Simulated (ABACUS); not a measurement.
La:

```
La
1.0
     3.75000    0.00000    0.00000
    -1.87500    3.24760    0.00000
     0.00000    0.00000    6.07000
La
2
Cartesian
  1.8750 1.0825 4.5525
  0.0000 2.1651 1.5175
```

This isn't the form of La at room conditions, which is double hcp.

| Quantity | Value |
| --- | --- |
| Program | ABACUS 3.10.1 |
| Task | relaxation of cell and atoms |
| Functional | PBE |
| Dispersion | D3 |
| Potentials or basis | PseudoDojo NC SR 0.4.1 PBE standard |
| Cutoff | 1510 eV |
| Density cutoff | 6041 eV |
| Basis | plane waves |
| k mesh | 6 × 6 × 4 |
| Occupations | fermi-dirac, width 0.05 eV |
| Spin | no spin polarisation |

At the start: pressure -1.3 GPa; volume 36.96 Å³/atom.

How do energy, volume and symmetry change on relaxing?

Over 5 steps the energy falls by 8.3 meV/atom and the volume is 34.97 Å³/atom (-5.4 %); space group P6_3/mmc (No. 194, to 0.05 Å).

The path:
```tsv
step	energy change (eV)	largest force (eV/Å)	pressure (GPa)	volume (Å³)
1	0.0000	0.0000	-1.28	73.92
2	-0.0158	0.0000	-0.25	70.69
3	-0.0164	0.0000	0.00	69.94
4	-0.0165	0.0000	0.01	69.94
5	-0.0165	0.0000	-0.01	69.95
```

Final structure:
```cif
data_structure
_symmetry_space_group_name_H-M 'P 1'
_symmetry_Int_Tables_number 1
_cell_length_a 3.6719
_cell_length_b 3.6719
_cell_length_c 5.9903
_cell_angle_alpha 90.000
_cell_angle_beta 90.000
_cell_angle_gamma 120.000
_cell_volume 69.95
loop_
_atom_site_label
_atom_site_type_symbol
_atom_site_fract_x
_atom_site_fract_y
_atom_site_fract_z
_atom_site_occupancy
La1 La 0.66667 0.33333 0.75000 1
La2 La 0.33333 0.66667 0.25000 1
```

Caveat: pairwise dispersion overbinds metals, which lowers pressure and volume.
